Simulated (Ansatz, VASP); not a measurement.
**Al2Pt: VASP beside Ansatz**

```
Al Pt
1.0
     0.00000    2.94826    2.94826
     2.94826    0.00000    2.94826
     2.94826    2.94826    0.00000
Al Pt
2 1
Direct
  0.25000 0.25000 0.25000
  0.75000 0.75000 0.75000
  0.00000 0.00000 0.00000
```

Alike in both runs: functional PBEsol; k mesh 12 × 12 × 12; occupations gaussian, width 0.1 eV; no spin polarisation.

Ansatz relaxed the structure, and its values are those at the end. VASP's run is a single point on that final structure, the one shown.

|  | VASP | Ansatz |
| --- | --- | --- |
| version | VASP 6.6.1 | Ansatz 0.2.0 |
| potentials or method | VASP PAW PBE potentials, release 64 (Al, Pt) | scalar-relativistic, plane waves, PAW |
| plane-wave cutoff (eV) | 520 | 420 |
| valence electrons in the cell | 16 | 24 |

|  | VASP | Ansatz | Ansatz less VASP |
| --- | --- | --- | --- |
| gap on the k mesh at the Fermi level (eV) | none | none | - |
| pressure (GPa) | 0.0 | 0.0 | +0.03 |

A gap of «none» marks a metal or a gap that the smearing closes. The functional is the same, so the differences come from potentials, cutoffs and numerics. The two sets of potentials don't hold the same shells in valence.

Caveats: the PAW data sets were made with another functional, which shifts forces and pressure a little (VASP). Spin-orbit coupling is left out, which matters for the levels of Pt.
